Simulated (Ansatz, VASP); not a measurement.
## NbH5: VASP beside Ansatz

```
Nb H
1.0
     0.00000    2.95698    2.95698
     2.95698    0.00000    2.95698
     2.95698    2.95698    0.00000
Nb H
1 5
Direct
  0.00000 0.00000 0.00000
  0.25000 0.25000 0.25000
  0.12776 0.62408 0.62408
  0.62408 0.62408 0.62408
  0.62408 0.62408 0.12776
  0.62408 0.12776 0.62408
```

Change from the starting cell: species swapped into the TmCu5 type (F-43m, No. 216).

Alike in both runs: task single point; functional PBE; k mesh 6 × 6 × 6; occupations gaussian, width 0.1 eV; no spin polarisation.

```csv
,VASP,Ansatz
version,VASP 6.6.1,Ansatz 0.2.0
potentials or method,"VASP PAW PBE potentials, release 64 (Nb_sv, H)","scalar-relativistic, plane waves, PAW"
plane-wave cutoff (eV),520,420
valence electrons in the cell,18,18
```

|  | VASP | Ansatz | Ansatz less VASP |
| --- | --- | --- | --- |
| gap on the k mesh at the Fermi level (eV) | none | none | - |
| rms of the force components (eV/Å) | 0.146 | 0.146 | -0.0004 |

Atom by atom the forces differ by 0.000 eV/Å (rms over components). A gap of «none» marks a metal or a gap that the smearing closes.
